# Which way is the silicon atom pushed back harder?

Push one silicon atom of cubic NiSi along a line, with the cell and all other atoms held still, and the crystal pushes back. How far does a simple spring describe this, and does the pressure tell which direction is the stiffer one? Five computed points are known. They have to serve for two more, at +0.05 and +0.2 Å.

NiSi, 8 atoms in the cell, space group P2_13 (198), conventional a = 4.465 Å, 11.13 Å³ an atom. One atom of a crystal moved along a line, all else fixed, by plane-wave density functional theory with PAW datasets. Ansatz 0.2.0, plane-wave PAW, scalar-relativistic; functional r2SCAN; no spin polarisation; cutoff 500 eV; k mesh 10×10×10; Gaussian smearing of 0.15 eV; moved atom number 1 of the cell (Si); direction (0.57735, 0.57735, 0.57735) Cartesian unit vector.

| displacement (Å) | energy change (eV a cell) | force along direction (eV/Å summed over the moved atoms) | pressure (GPa) |
| --- | --- | --- | --- |
| -0.2 | 0.246 | 2.458 | 1.64 |
| -0.15 | 0.139 | 1.840 | 0.94 |
| -0.1 | 0.062 | 1.229 | 0.43 |
| 0 | 0.000 | 0.001 | -0.03 |
| 0.05 | ? | ? | ? |
| 0.15 | 0.147 | -2.011 | 0.68 |
| 0.2 | ? | ? | ? |

The start is a resting point: the force on the atom is almost zero, and the energy rises on both sides. A plain spring would make the two sides mirror images, but at 0.15 Å they differ. The force is −2.011 eV/Å on the positive side and 1.840 eV/Å on the negative side, the sign showing that each points back to the start. The pressure is unequal too, but the other way round: 0.68 GPa on the positive side against 0.94 GPa on the negative.

**Force and energy.** The only symmetry of the atom's site is a threefold axis along the path, so nothing obliges the atom to meet the same resistance both ways. The positive direction points straight at the nearest nickel atom, 2.33 Å away. The negative direction leads away from it and towards three others.

The forces on the held atoms show who takes up the load. At 0.15 Å the nickel atom on the path takes about 0.9 eV/Å on the positive side, where its bond is squeezed, but only about 0.4 eV/Å on the negative side, where it is stretched. The other three nickel atoms together do the opposite, with about 0.7 against 1.1 eV/Å. The two effects largely cancel, and the single head-on bond wins by a little. The other silicon atoms supply the rest, about a third of the difference between the sides.

A fuller force law adds two terms to the spring. One, in the square of the displacement, makes the sides unequal; the other, in its cube, stiffens both. Fitted to the five known forces, the law has a spring constant of 12.55 eV/Å² at the start. It belongs to one silicon atom in four moving in step with its periodic images, so it is neither a vibration frequency nor the stiffness felt by a lone atom.

The energy is the work done against this force, so it needs no fit of its own. For +0.2 Å, with the sizes of the square and cube coefficients rounded to 3.8 eV/Å³ and 13 eV/Å⁴, the sum is:

- spring: ½ × 12.55 × 0.2² = 0.251 eV
- square term of the force: ⅓ × 3.8 × 0.2³ = 0.010 eV
- cube term of the force: ¼ × 13 × 0.2⁴ = 0.005 eV

The total is 0.266 eV. On the negative side the middle term changes sign, which is why that side is cheaper.

**Pressure.** Pressure answers a different question: how would the energy change if the whole cell swelled a little? Swelling loosens the spring, so a displaced atom on either side would gain from it, and the crystal presses outwards. This part grows with the square of the displacement. Read through the spring model, the pressures imply that 1 % more volume softens the spring by about 4 %; no run at another volume tests this.

Swelling also shifts the place where the atom would like to sit. The pressures imply a slight shift towards the negative side. An atom already displaced that way would gain more from swelling, so the pressure there is higher. Stiffness and pressure can therefore favour opposite sides without contradiction. The pressure is one number for the whole cell, so it does not say which neighbours cause this shift.

The forecasts follow from the force law and from a pressure curve with a constant, a linear and a square term, fitted to the same five rows. The ranges are judgements that allow for rounding and for terms left out.

- At +0.05 Å: energy 0.016 ± 0.001 eV, force −0.64 ± 0.01 eV/Å, pressure 0.02 ± 0.02 GPa.
- At +0.2 Å: energy 0.266 ± 0.002 eV, force −2.76 ± 0.03 eV/Å, pressure 1.29 ± 0.06 GPa.
- Compared with −0.2 Å, the point at +0.2 Å should cost more energy and push back harder, but have the lower pressure.

The withheld rows as computed:

| displacement (Å) | energy change (eV a cell) | force along direction (eV/Å summed over the moved atoms) | pressure (GPa) |
| --- | --- | --- | --- |
| 0.05 | 0.016 | -0.636 | 0.01 |
| 0.2 | 0.266 | -2.778 | 1.31 |

All six values fall within their ranges, and the comparison with −0.2 Å comes out as forecast. The point at +0.05 Å lies between known rows and is a mild test. The one at +0.2 Å lies beyond them and is the harder one. There a plain spring fitted to the same forces gives only −2.51 eV/Å, about 10 % weaker than the computed −2.778 eV/Å. The fuller law is also slightly too weak, by about 0.5 %. The new row shows why. If the square term alone made the sides unequal, the difference between them would grow by a factor of about 1.8 from 0.15 to 0.2 Å. It grows from 0.171 to 0.320 eV/Å, a factor of about 1.9, so a higher term is at work. The pressure curve is about 0.01 GPa too high at +0.05 Å and about 0.02 GPa too low at +0.2 Å. Rounding in the table makes up about half of the first miss. It does not explain the second, which points to terms left out of the curve.

The agreement shows that the curve is smooth, not that the electronic state is the right one. Spin polarisation was left out at every point, so a magnetic state with other forces may lie lower. The cubic form is also not the usual orthorhombic NiSi, and its spring constant should not be carried over to that phase.

For a spring constant from such a scan, displace the atom both ways and average the two force sizes. At 0.15 Å the positive side alone gives 2.011/0.15 = 13.4 eV/Å², about 7 % above the fitted value at the start. The average of both sides is only about 2 % too high, because averaging removes the inequality but not the stiffening. Smaller steps reduce what remains. Do not pick the stiffer direction by its pressure: here that would pick the wrong one.

Numerical output:

```
fit of force_along_direction on 5 rows: coefficient of d -12.55 +/- 0.24; rms 0.0659, worst 0.15 0.129, leave-one-out rms 0.0898
  rows outside the fit (model, value, miss): 0.05 -0.6274, -0.636, 0.00855; 0.2 -2.51, -2.778, 0.268
fit of force_along_direction on 5 rows: coefficient of d -12.55 +/- 0.0096, coefficient of d**2 -3.815 +/- 0.026, coefficient of d**3 -12.55 +/- 0.35; rms 0.000611, worst 0.0 -0.001, leave-one-out rms 0.0202
  rows outside the fit (model, value, miss): 0.05 -0.6387, -0.636, -0.0027; 0.2 -2.763, -2.778, 0.0146
stiffness at the start point in eV per square angstrom: 12.55
energy forecast at +0.05 and +0.2 angstrom in eV: 0.01587, 0.2662
energy computed at +0.05 and +0.2 angstrom in eV: 0.016, 0.266
energy forecast less computed in eV: -0.0001315, 0.0002318
largest energy misfit on the known rows in eV: 0.000493
fit of pressure on 5 rows: constant -0.03077 +/- 0.00092, coefficient of d -0.8699 +/- 0.0046, coefficient of d**2 37.4 +/- 0.043; rms 0.000748, worst -0.15 0.00119, leave-one-out rms 0.00445
  rows outside the fit (model, value, miss): 0.05 0.01923, 0.01, 0.00923; 0.2 1.291, 1.31, -0.0188
linear part of the pressure at +0.2 angstrom in GPa: -0.174
square part of the pressure at +0.2 angstrom in GPa: 1.496
energy at +0.15 less that at -0.15 angstrom in eV: 0.008
force size at +0.15 less that at -0.15 angstrom in eV per angstrom: 0.171
pressure at +0.15 less that at -0.15 angstrom in GPa: -0.26
energy at +0.2 less that at -0.2 angstrom in eV: 0.02
force size at +0.2 less that at -0.2 angstrom in eV per angstrom: 0.32
pressure at +0.2 less that at -0.2 angstrom in GPa: -0.33
derived softening of the spring for 1 percent more volume in percent: 3.977
derived force on the atom for 1 percent more volume in eV per angstrom: -0.004833
```
